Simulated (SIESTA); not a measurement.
## Co in SIESTA: convergence with k mesh

Co:

```xyz
2
Lattice="2.4720 0.0000 0.0000 -1.2360 2.1408 0.0000 0.0000 0.0000 4.0211" Properties=species:S:1:pos:R:3 pbc="T T T"
Co    1.2570    0.6694    2.9866
Co    0.0418    1.3977    0.9655
```

The cell isn't the ideal one: atoms moved at random, drawn with an rms of 0.05 Å.

| Item | Value |
| --- | --- |
| Program | SIESTA 5.4.2 |
| Task | single point |
| Functional | PBE |
| Potentials or basis | PseudoDojo 0.4 standard (PBE files) |
| Basis | DZP (energy shift 0.003 Ry; two zetas on semicore shells) |
| Grid cutoff | 800 Ry |
| Energy shift | 0.003 Ry |
| k mesh | 3 × 3 × 2 |
| Occupations | fermi-dirac, width 0.05 eV |
| Spin | collinear spin, ferromagnetic start |
| Starting moments | [2.0, 2.0] μB |

These are the settings of the first run; the series varies k mesh, with any setting tied to it.

Hardware: 1 thread of AMD EPYC 9R45 96-Core Processor (Zen 5), with other jobs on the host.

The values tried are 3 × 3 × 2, 5 × 5 × 3, 7 × 7 × 4, 8 × 8 × 5, 10 × 10 × 6, 12 × 12 × 7, 15 × 15 × 9, loosest first. From which on does the largest force stay within 0.005 eV/Å of the tightest run that finished?

From 12 × 12 × 7 on.

```
     k mesh  energy less the tightest run, at zero smearing (meV/atom)  pressure (GPa)  largest force (eV/Å)  largest site moment (μB)  SCF cycles  CPU time (s)  peak memory (GiB)
  3 × 3 × 2                                                     120.26           18.03                 0.073                      2.21          15            43               0.29
  5 × 5 × 3                                                      29.02            7.29                 0.099                      1.76          15            46               0.29
  7 × 7 × 4                                                      17.74            4.53                 0.108                      1.58          13            47               0.29
  8 × 8 × 5                                                      -6.35            5.90                 0.101                      1.66          12            49               0.29
10 × 10 × 6                                                      -0.18            5.88                 0.094                      1.66          13            66               0.29
12 × 12 × 7                                                       3.94            5.33                 0.104                      1.62          15            91               0.29
15 × 15 × 9                                                       0.00            5.14                 0.105                      1.61          12           110               0.29
```

Against the tightest run, the largest site moment stays within 0.02 μB from 12 × 12 × 7 on. Not settled before the last step: the energy (to 1 meV/atom), the pressure (to 0.1 GPa). Meshes of other sizes hit other points, so gaps and Fermi surfaces needn't settle smoothly. The tightest run that finished is the yardstick and may itself not be fully converged.

Caveat, for the tightest run too: short orbitals over semicore shells can move pressures by several GPa; the basis of atomic orbitals isn't converged, which shifts pressures, moduli and gaps.
